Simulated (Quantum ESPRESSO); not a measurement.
# Sn (Immm) in Quantum ESPRESSO: a series of runs

The runs below take Sn through phonons and electron-phonon coupling, energy-loss spectrum, with PBE.

Program: Quantum ESPRESSO 7.5. These are calculated values, not measurements. Logs are shortened: lines on timing, memory, paths and dates and some standing lists are left out, and cuts for length are marked.

**1. The crystal as given**

The structure is orthorhombic, space group Immm (No. 71). The conventional cell has a = 3.453 Å, b = 3.551 Å, c = 4.677 Å, α = 90.00°, β = 90.00°, γ = 90.00°. Sn (site symmetry mmm) is surrounded by 12 Sn at 3.41 to 3.55 Å.

This isn't the form of Sn at room conditions, which is tetragonal (white tin).

**2. Phonons and electron-phonon coupling, PBE**

Contents of pw.in:

```
&CONTROL
  calculation = 'scf'
  prefix = 'pwscf'
  outdir = './tmp'
  pseudo_dir = './pseudo'
  tprnfor = .true.
  tstress = .true.
  disk_io = 'low'
/
&SYSTEM
  ibrav = 0
  celldm(1) = 8
  nat = 1
  ntyp = 1
  ecutwfc = 65
  nbnd = 13
  occupations = 'smearing'
  smearing = 'mp'
  degauss = 0.01999163
/
&ELECTRONS
  conv_thr = 2d-10
  electron_maxstep = 120
  mixing_beta = 0.5
/
ATOMIC_SPECIES
Sn   118.7100 50_Sn_14_2.5_3.0_pbe_n_v1.0.upf
CELL_PARAMETERS alat
 -0.4078357316857   0.4194121939251   0.5523532457137
  0.4078357316857  -0.4194121939251   0.5523532457137
  0.4078357316857   0.4194121939251  -0.5523532457137
ATOMIC_POSITIONS crystal
Sn     0.0000000000    0.0000000000    0.0000000000
K_POINTS automatic
9 9 9 0 0 0
```

Contents of relax.in:

```
&CONTROL
  calculation = 'vc-relax'
  prefix = 'pwscf'
  outdir = './tmp'
  pseudo_dir = './pseudo'
  tprnfor = .true.
  tstress = .true.
  disk_io = 'low'
  nstep = 40
  forc_conv_thr = 0.0001
  etot_conv_thr = 1d-06
/
&SYSTEM
  ibrav = 0
  celldm(1) = 8
  nat = 1
  ntyp = 1
  ecutwfc = 65
  nbnd = 13
  occupations = 'smearing'
  smearing = 'mp'
  degauss = 0.01999163
/
&ELECTRONS
  conv_thr = 2d-10
  electron_maxstep = 120
  mixing_beta = 0.5
/
&IONS
  ion_dynamics = 'bfgs'
/
&CELL
  cell_dynamics = 'bfgs'
  press = 0
  press_conv_thr = 0.2
/
ATOMIC_SPECIES
Sn   118.7100 50_Sn_14_2.5_3.0_pbe_n_v1.0.upf
CELL_PARAMETERS alat
 -0.4078357316857   0.4194121939251   0.5523532457137
  0.4078357316857  -0.4194121939251   0.5523532457137
  0.4078357316857   0.4194121939251  -0.5523532457137
ATOMIC_POSITIONS crystal
Sn     0.0000000000    0.0000000000    0.0000000000
K_POINTS automatic
9 9 9 0 0 0
```

Contents of scf2.in:

```
&CONTROL
  calculation = 'scf'
  prefix = 'pwscf'
  outdir = './tmp'
  pseudo_dir = './pseudo'
  tprnfor = .true.
  tstress = .true.
  disk_io = 'low'
/
&SYSTEM
  ibrav = 0
  celldm(1) = 8
  nat = 1
  ntyp = 1
  ecutwfc = 65
  nbnd = 13
  occupations = 'smearing'
  smearing = 'mp'
  degauss = 0.01999163
/
&ELECTRONS
  conv_thr = 1d-13
  electron_maxstep = 120
  mixing_beta = 0.5
  startingpot = 'file'
  startingwfc = 'file'
/
ATOMIC_SPECIES
Sn   118.7100 50_Sn_14_2.5_3.0_pbe_n_v1.0.upf
CELL_PARAMETERS alat
 -0.4034873296946   0.4035274286436   0.5705462572921
  0.4034873296946  -0.4035274286436   0.5705462572921
  0.4034873296946   0.4035274286436  -0.5705462572921
ATOMIC_POSITIONS crystal
Sn     0.0000000000    0.0000000000    0.0000000000
K_POINTS automatic
9 9 9 0 0 0
```

Contents of dense.in:

```
&CONTROL
  calculation = 'scf'
  prefix = 'pwscf'
  outdir = './tmp'
  pseudo_dir = './pseudo'
  tprnfor = .true.
  tstress = .true.
  disk_io = 'low'
/
&SYSTEM
  ibrav = 0
  celldm(1) = 8
  nat = 1
  ntyp = 1
  ecutwfc = 65
  nbnd = 13
  occupations = 'smearing'
  smearing = 'mp'
  degauss = 0.01999163
  la2F = .true.
/
&ELECTRONS
  conv_thr = 1d-12
  electron_maxstep = 120
  mixing_beta = 0.5
  startingpot = 'file'
/
ATOMIC_SPECIES
Sn   118.7100 50_Sn_14_2.5_3.0_pbe_n_v1.0.upf
CELL_PARAMETERS alat
 -0.4034873296946   0.4035274286436   0.5705462572921
  0.4034873296946  -0.4035274286436   0.5705462572921
  0.4034873296946   0.4035274286436  -0.5705462572921
ATOMIC_POSITIONS crystal
Sn     0.0000000000    0.0000000000    0.0000000000
K_POINTS automatic
27 27 27 0 0 0
```

Contents of scf3.in:

```
&CONTROL
  calculation = 'scf'
  prefix = 'pwscf'
  outdir = './tmp'
  pseudo_dir = './pseudo'
  tprnfor = .true.
  tstress = .true.
  disk_io = 'low'
/
&SYSTEM
  ibrav = 0
  celldm(1) = 8
  nat = 1
  ntyp = 1
  ecutwfc = 65
  nbnd = 13
  occupations = 'smearing'
  smearing = 'mp'
  degauss = 0.01999163
/
&ELECTRONS
  conv_thr = 1d-12
  electron_maxstep = 120
  mixing_beta = 0.5
  startingpot = 'file'
/
ATOMIC_SPECIES
Sn   118.7100 50_Sn_14_2.5_3.0_pbe_n_v1.0.upf
CELL_PARAMETERS alat
 -0.4034873296946   0.4035274286436   0.5705462572921
  0.4034873296946  -0.4035274286436   0.5705462572921
  0.4034873296946   0.4035274286436  -0.5705462572921
ATOMIC_POSITIONS crystal
Sn     0.0000000000    0.0000000000    0.0000000000
K_POINTS automatic
9 9 9 0 0 0
```

Contents of ph.in:

```
phonon_bands of Sn
&INPUTPH
  prefix = 'pwscf'
  outdir = './tmp'
  tr2_ph = 1d-18
  fildyn = 'dyn'
  niter_ph = 90
  alpha_mix(1) = 0.4
  ldisp = .true.
  nq1 = 3
  nq2 = 3
  nq3 = 3
  electron_phonon = 'interpolated'
  el_ph_sigma = 0.005
  el_ph_nsigma = 10
  fildvscf = 'dvscf'
/
```

Contents of q2r.in:

```
&INPUT
  fildyn = 'dyn'
  zasr = 'crystal'
  flfrc = 'fc'
  la2F = .true.
/
```

Contents of matdyn.in:

```
&INPUT
  asr = 'crystal'
  flfrc = 'fc'
  flfrq = 'freq'
  q_in_cryst_coord = .true.
  flvec = ' '
/
80
 0.0000000000  0.0000000000  0.0000000000
 0.0000000000  0.0000000000 -0.0500000000
 0.0000000000  0.0000000000 -0.1000000000
 0.0000000000  0.0000000000 -0.1500000000
 0.0000000000  0.0000000000 -0.2000000000
 0.0000000000  0.0000000000 -0.2500000000
 0.0000000000  0.0000000000 -0.3000000000
 0.0000000000  0.0000000000 -0.3500000000
 0.0000000000  0.0000000000 -0.4000000000
 0.0000000000  0.0000000000 -0.4500000000
 0.0000000000  0.0000000000 -0.5000000000
-0.0500223855  0.0500223855 -0.5000000000
-0.1000447709  0.1000447709 -0.5000000000
-0.1500671564  0.1500671564 -0.5000000000
-0.2000895418  0.2000895418 -0.5000000000
-0.2501119273  0.2501119273 -0.5000000000
-0.2917599394  0.2917599394 -0.4583519879
-0.3334079515  0.3334079515 -0.4167039758
-0.3750559636  0.3750559636 -0.3750559636
-0.3409599669  0.3409599669 -0.3409599669
-0.3068639702  0.3068639702 -0.3068639702
-0.2727679736  0.2727679736 -0.2727679736
-0.2386719769  0.2386719769 -0.2386719769
-0.2045759802  0.2045759802 -0.2045759802
-0.1704799835  0.1704799835 -0.1704799835
-0.1363839868  0.1363839868 -0.1363839868
-0.1022879901  0.1022879901 -0.1022879901
-0.0681919934  0.0681919934 -0.0681919934
-0.0340959967  0.0340959967 -0.0340959967
 0.0000000000  0.0000000000  0.0000000000
-0.0454545455 -0.0454545455  0.0454545455
-0.0909090909 -0.0909090909  0.0909090909
-0.1363636364 -0.1363636364  0.1363636364
-0.1818181818 -0.1818181818  0.1818181818
-0.2272727273 -0.2272727273  0.2272727273
-0.2727272727 -0.2727272727  0.2727272727
-0.3181818182 -0.3181818182  0.3181818182
-0.3636363636 -0.3636363636  0.3636363636
-0.4090909091 -0.4090909091  0.4090909091
-0.4545454545 -0.4545454545  0.4545454545
-0.5000000000 -0.5000000000  0.5000000000
-0.5416480121 -0.4583519879  0.4583519879
-0.5832960242 -0.4167039758  0.4167039758
-0.6249440364 -0.3750559636  0.3750559636
-0.6041200303 -0.3125466364  0.3125466364
-0.5832960242 -0.2500373091  0.2500373091
-0.5624720182 -0.1875279818  0.1875279818
-0.5416480121 -0.1250186545  0.1250186545
-0.5208240061 -0.0625093273  0.0625093273
-0.5000000000  0.0000000000  0.0000000000
-0.4687500000 -0.0312500000 -0.0312500000
-0.4375000000 -0.0625000000 -0.0625000000
-0.4062500000 -0.0937500000 -0.0937500000
-0.3750000000 -0.1250000000 -0.1250000000
-0.3437500000 -0.1562500000 -0.1562500000
-0.3125000000 -0.1875000000 -0.1875000000
-0.2812500000 -0.2187500000 -0.2187500000
-0.2500000000 -0.2500000000 -0.2500000000
-0.2777777778 -0.2777777778 -0.1944320081
-0.3055555556 -0.3055555556 -0.1388640162
-0.3333333333 -0.3333333333 -0.0832960242
-0.3611111111 -0.3611111111 -0.0277280323
-0.3888888889 -0.3888888889  0.0278399596
-0.4166666667 -0.4166666667  0.0834079515
-0.4444444444 -0.4444444444  0.1389759434
-0.4722222222 -0.4722222222  0.1945439354
-0.5000000000 -0.5000000000  0.2501119273
-0.5000000000 -0.5000000000  0.2917599394
-0.5000000000 -0.5000000000  0.3334079515
-0.5000000000 -0.5000000000  0.3750559636
-0.5000000000 -0.5000000000  0.4167039758
-0.5000000000 -0.5000000000  0.4583519879
-0.5000000000 -0.5000000000  0.5000000000
 0.0000000000  0.0000000000 -0.5000000000
-0.0416666667 -0.0416666667 -0.4583333333
-0.0833333333 -0.0833333333 -0.4166666667
-0.1250000000 -0.1250000000 -0.3750000000
-0.1666666667 -0.1666666667 -0.3333333333
-0.2083333333 -0.2083333333 -0.2916666667
-0.2500000000 -0.2500000000 -0.2500000000
```

Contents of matdyn_dos.in:

```
&INPUT
  asr = 'crystal'
  flfrc = 'fc'
  dos = .true.
  fldos = 'phdos'
  nk1 = 13
  nk2 = 13
  nk3 = 13
  deltaE = 0.5
  flvec = ' '
  flfrq = ' '
/
```

Contents of matdyn_a2f.in:

```
&INPUT
  asr = 'crystal'
  flfrc = 'fc'
  la2F = .true.
  dos = .true.
  fldos = 'dos2'
  nk1 = 11
  nk2 = 11
  nk3 = 11
  ndos = 60
  el_ph_nsigma = 10
  flfrq = 'dosfreq2'
  flvec = ' '
/
```

Contents of matdyn_mesh.in:

```
&INPUT
  asr = 'crystal'
  flfrc = 'fc'
  flfrq = 'mesh'
  q_in_cryst_coord = .true.
  flvec = ' '
/
1000
 0.05000000  0.05000000  0.05000000
 0.05000000  0.05000000  0.15000000
 0.05000000  0.05000000  0.25000000
[... 997 further points of the even 10 x 10 x 10 mesh, shifted by half a step ...]
```

Potentials or basis: SPMS 1.0 PBE.

Run with:

```
$ OMP_NUM_THREADS=1 mpirun -n 4 pw.x -nk 4 -in pw.in > pw.out
$ OMP_NUM_THREADS=1 mpirun -n 4 pw.x -nk 4 -in relax.in > relax.out
$ OMP_NUM_THREADS=1 mpirun -n 4 pw.x -nk 4 -in scf2.in > scf2.out
$ OMP_NUM_THREADS=1 mpirun -n 4 pw.x -nk 4 -in dense.in > dense.out
$ OMP_NUM_THREADS=1 mpirun -n 4 pw.x -nk 4 -in scf3.in > scf3.out
$ OMP_NUM_THREADS=1 mpirun -n 4 ph.x -nk 4 -in ph.in > ph.out
$ OMP_NUM_THREADS=1 mpirun -n 1 q2r.x -in q2r.in > q2r.out
$ OMP_NUM_THREADS=1 mpirun -n 1 matdyn.x -in matdyn.in > matdyn.out
$ OMP_NUM_THREADS=1 mpirun -n 1 matdyn.x -in matdyn_dos.in > matdyn_dos.out
$ OMP_NUM_THREADS=1 mpirun -n 1 matdyn.x -in matdyn_a2f.in > matdyn_a2f.out
$ OMP_NUM_THREADS=1 mpirun -n 1 matdyn.x -in matdyn_mesh.in > matdyn_mesh.out
```

pw.out:

```text
This program is part of the open-source Quantum ESPRESSO suite
     for quantum simulation of materials; please cite
[... 6 lines left out ...]
     using ibrav=0 with symmetry is DISCOURAGED, use correct ibrav instead

     K-points division:     npool     =       4
     Subspace diagonalization in iterative solution of the eigenvalue problem:
     a serial algorithm will be used

     G-vector sticks info
     --------------------
     sticks:   dense  smooth     PW     G-vecs:    dense   smooth      PW
     Sum         859     859    273                13735    13735    2461

     Using Slab Decomposition

     bravais-lattice index     =            0
     lattice parameter (alat)  =       8.0000  a.u.
     unit-cell volume          =     193.4965 (a.u.)^3
     number of atoms/cell      =            1
     number of atomic types    =            1
     number of electrons       =        14.00
     number of Kohn-Sham states=           13
     kinetic-energy cutoff     =      65.0000  Ry
     charge density cutoff     =     260.0000  Ry
     scf convergence threshold =      2.0E-10
     mixing beta               =       0.5000
     number of iterations used =            8  plain     mixing
     Exchange-correlation= PBE
                           (   1   4   3   4   0   0   0)

     celldm(1)=   8.000000  celldm(2)=   0.000000  celldm(3)=   0.000000
     celldm(4)=   0.000000  celldm(5)=   0.000000  celldm(6)=   0.000000

     crystal axes: (cart. coord. in units of alat)
               a(1) = (  -0.407836   0.419412   0.552353 )
               a(2) = (   0.407836  -0.419412   0.552353 )
               a(3) = (   0.407836   0.419412  -0.552353 )

     reciprocal axes: (cart. coord. in units 2 pi/alat)
               b(1) = ( -0.000000  1.192145  0.905218 )
               b(2) = (  1.225984 -0.000000  0.905218 )
               b(3) = (  1.225984  1.192145  0.000000 )

     PseudoPot. # 1 for Sn read from file:
     50_Sn_14_2.5_3.0_pbe_n_v1.0.upf
     Pseudo is Norm-conserving + core correction, Zval = 14.0
     Generated using ONCVPSP code by D. R. Hamann
     Using radial grid of 1640 points,  6 beta functions with:
                l(1) =   0
                l(2) =   0
                l(3) =   1
                l(4) =   1
                l(5) =   2
                l(6) =   2

     atomic species   valence    mass     pseudopotential
     Sn               14.00   118.71000     Sn( 1.00)

      8 Sym. Ops., with inversion, found

   Cartesian axes

     site n.     atom                  positions (alat units)
         1        Sn     tau(   1) = (   0.0000000   0.0000000   0.0000000  )

     number of k points=   125  Methfessel-Paxton smearing, width (Ry)=  0.0200

     Number of k-points >= 100: set verbosity='high' to print them.

     Dense  grid:    13735 G-vectors     FFT dimensions: (  36,  36,  36)

     Initial potential from superposition of free atoms

     starting charge      13.9985, renormalised to      14.0000
     Starting wfcs are    9 randomized atomic wfcs +    4 random wfcs

     Self-consistent Calculation

     iteration #  1     ecut=    65.00 Ry     beta= 0.50
     Davidson diagonalization with overlap
     ethr =  1.00E-02,  avg # of iterations =  4.4

     Threshold (ethr) on eigenvalues was too large:
     Diagonalizing with lowered threshold

     Davidson diagonalization with overlap
     ethr =  2.02E-05,  avg # of iterations =  5.6

     total energy              =    -141.13680452 Ry
     estimated scf accuracy    <       0.00269920 Ry

     iteration #  2     ecut=    65.00 Ry     beta= 0.50
     Davidson diagonalization with overlap
     ethr =  1.93E-05,  avg # of iterations =  1.7

     total energy              =    -141.13703834 Ry
     estimated scf accuracy    <       0.00026244 Ry

     iteration #  3     ecut=    65.00 Ry     beta= 0.50
     Davidson diagonalization with overlap
     ethr =  1.87E-06,  avg # of iterations =  2.8

     total energy              =    -141.13706572 Ry
     estimated scf accuracy    <       0.00002478 Ry

     iteration #  4     ecut=    65.00 Ry     beta= 0.50
     Davidson diagonalization with overlap
     ethr =  1.77E-07,  avg # of iterations =  1.4

     total energy              =    -141.13706726 Ry
     estimated scf accuracy    <       0.00000044 Ry

     iteration #  5     ecut=    65.00 Ry     beta= 0.50
     Davidson diagonalization with overlap
     ethr =  3.16E-09,  avg # of iterations =  2.5

     total energy              =    -141.13706733 Ry
     estimated scf accuracy    <       0.00000007 Ry

     iteration #  6     ecut=    65.00 Ry     beta= 0.50
     Davidson diagonalization with overlap
     ethr =  5.11E-10,  avg # of iterations =  2.0

     total energy              =    -141.13706735 Ry
     estimated scf accuracy    <       0.00000001 Ry

     iteration #  7     ecut=    65.00 Ry     beta= 0.50
     Davidson diagonalization with overlap
     ethr =  8.16E-11,  avg # of iterations =  2.0

     End of self-consistent calculation

     Number of k-points >= 100: set verbosity='high' to print the bands.

     the Fermi energy is    11.6301 ev

!    total energy              =    -141.13706735 Ry
     estimated scf accuracy    <          6.1E-11 Ry
     smearing contrib. (-TS)   =       0.00003157 Ry
     internal energy E=F+TS    =    -141.13709892 Ry

     The total energy is F=E-TS. E is the sum of the following terms:
     one-electron contribution =     -32.30283689 Ry
     hartree contribution      =      24.61984311 Ry
     xc contribution           =     -35.58928328 Ry
     ewald contribution        =     -97.86482185 Ry

     convergence has been achieved in   7 iterations

     Forces acting on atoms (cartesian axes, Ry/au):

     atom    1 type  1   force =     0.00000000    0.00000000    0.00000000

     Total force =     0.000000     Total SCF correction =     0.000000

     Computing stress (Cartesian axis) and pressure

          total   stress  (Ry/bohr**3)                   (kbar)     P=       -7.18
  -0.00005966   0.00000000   0.00000000           -8.78        0.00        0.00
  -0.00000000  -0.00011883  -0.00000000           -0.00      -17.48       -0.00
  -0.00000000   0.00000000   0.00003209           -0.00        0.00        4.72

=------------------------------------------------------------------------------=
   JOB DONE.
=------------------------------------------------------------------------------=
```

Run time: 52 min. Hardware: 4 MPI ranks of Arm Neoverse V1, shared host; peak memory 1.1 GiB.

What came out:

| Property | Result |
| --- | --- |
| Free energy | -1920.2779 eV |
| Relaxed volume | 28.19 Å³/atom |
| Relaxed cell | a = 3.416 Å, b = 3.416 Å, c = 3.416 Å, α = 120.00°, β = 119.99°, γ = 90.01° |
| Space group after relaxing (to 0.05 Å) | Fm-3m (No. 225) |
| Pressure after relaxing | 0.0 GPa |
| Band gap on the k mesh | none (metal or under the smearing width) |
| Highest phonon frequency | 113 cm⁻¹ |

The path:
```
step  energy change (eV)  largest force (eV/Å)  pressure (GPa)  volume (Å³)
   1              0.0000                0.0000           -0.72        28.67
   2             -0.0012                0.0000           -0.57        28.57
   3             -0.0024                0.0000           -0.41        28.46
   4             -0.0041                0.0000           -0.21        28.33
   5             -0.0063                0.0000            0.07        28.15
   6             -0.0085                0.0000            0.47        27.91
   7             -0.0092                0.0000            0.68        27.80
   8             -0.0095                0.0000            0.59        27.85
   9             -0.0100                0.0000            0.35        27.99
  10             -0.0103                0.0000            0.00        28.19
  11             -0.0103                0.0000           -0.01        28.19
  12             -0.0103                0.0000           -0.02        28.20
  13             -0.0103                0.0000           -0.02        28.20
  14             -0.0103                0.0000           -0.01        28.19
```

Final structure:
```cif
data_structure
_symmetry_space_group_name_H-M 'P 1'
_symmetry_Int_Tables_number 1
_cell_length_a 3.4161
_cell_length_b 3.4161
_cell_length_c 3.4161
_cell_angle_alpha 119.998
_cell_angle_beta 119.991
_cell_angle_gamma 90.010
_cell_volume 28.19
loop_
_atom_site_label
_atom_site_type_symbol
_atom_site_fract_x
_atom_site_fract_y
_atom_site_fract_z
_atom_site_occupancy
Sn1 Sn 0.00000 0.00000 0.00000 1
```

Levels at points of the mesh, in eV from the Fermi level:
```csv
k point,band 4,band 5,band 6,band 7,band 8,band 9,band 10,band 11
"(0.00, 0.00, 0.00)",-21.57,-21.57,-10.95,7.34,7.34,7.34,10.75,11.55
```

Phonon frequencies in cm⁻¹ (negative: imaginary):
| q point | frequencies |
| --- | --- |
| (0.000, 0.000, 0.000) | 0 0 0 |
| (0.000, 0.000, -0.350) | 59 59 99 |
| (-0.200, 0.200, -0.500) | 77 83 95 |
| (-0.273, 0.273, -0.273) | 35 68 100 |
| (-0.034, 0.034, -0.034) | -6 5 19 |
| (-0.273, -0.273, 0.273) | 41 41 84 |
| (-0.583, -0.417, 0.417) | 71 85 106 |
| (-0.500, 0.000, 0.000) | 13 37 103 |
| (-0.281, -0.219, -0.219) | 77 89 93 |
| (-0.417, -0.417, 0.083) | 62 91 95 |
| (-0.500, -0.500, 0.417) | 78 78 109 |
| (-0.167, -0.167, -0.333) | 79 82 100 |

Phonon frequencies at the corners of the path (cm⁻¹, interpolated; i marks imaginary ones):
```csv
point,frequencies
Γ,0 0 0
X,73 73 110
Y,78 89 89
S,63 92 97
Z,78 78 113
S1,63 92 97
N,13 37 103
P,81 91 91
Y1,78 89 89
```

Phonon states per cell in windows of 10 cm⁻¹ (negative: imaginary):
```csv
from (cm⁻¹),total
-20,0.00
-10,0.02
0,0.04
10,0.07
20,0.20
30,0.29
40,0.34
50,0.35
60,0.36
70,0.32
80,0.25
90,0.42
100,0.33
110,0.00
```

Caveat: some modes are imaginary; the cell relaxed to another space group than the one typed; the interpolated spectrum has imaginary branches, which spoil the λ, ω_log and α²F that the log prints; λ from interpolated matrix elements is rough: modes that symmetry makes equal can differ by tens of percent; the q mesh is small, so phonon branches between its points and thermal values are rough.

(Continued in part 2 of 2.)
